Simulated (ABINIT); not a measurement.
Input of an ABINIT 10.8.3 (patched build) run:

The input run.abi:

```
# Pseudopotentials
pp_dirpath "./"
pseudos "Cd.upf, Se.upf"

# Structure
acell 3*1.0
rprim
     0.0000000000     5.8019716937     5.8019716937
     5.8019716937     0.0000000000     5.8019716937
     5.8019716937     5.8019716937     0.0000000000
ntypat 2
znucl 48 34
natom 2
typat 1 2
chkprim 0
chksymtnons 0
tolsym 1.0e-6
xred
            0.0            0.0            0.0
            1/4            1/4            1/4

# Plane-wave basis
ecut 51.0
ecutsm 0.5

# k points
kptopt 1
ngkpt 6 6 6
nshiftk 1
shiftk 0.0 0.0 0.0

# Exchange and correlation
ixc 7

# Bands and occupations
nband 22
occopt 3
tsmear 0.05 eV

# SCF cycle
nstep 80
tolvrs 1.0e-12

# Output
iomode 3
prteig 0
prtebands 0
prtwf 0
prtden 0

# Relaxation
ionmov 2
optcell 2
ntime 50
tolmxf 2.0e-5
dilatmx 1.08
```

Potentials or basis: PseudoDojo NC SR LDA v0.4.1 standard.

Launch:

```sh
$ abinit run.abi > log 2>&1
```

Task: Estimate the band gap on the k mesh.

Result: 0.40 eV, direct.

 A hybrid or GW would open this gap; LDA tends to underestimate it.
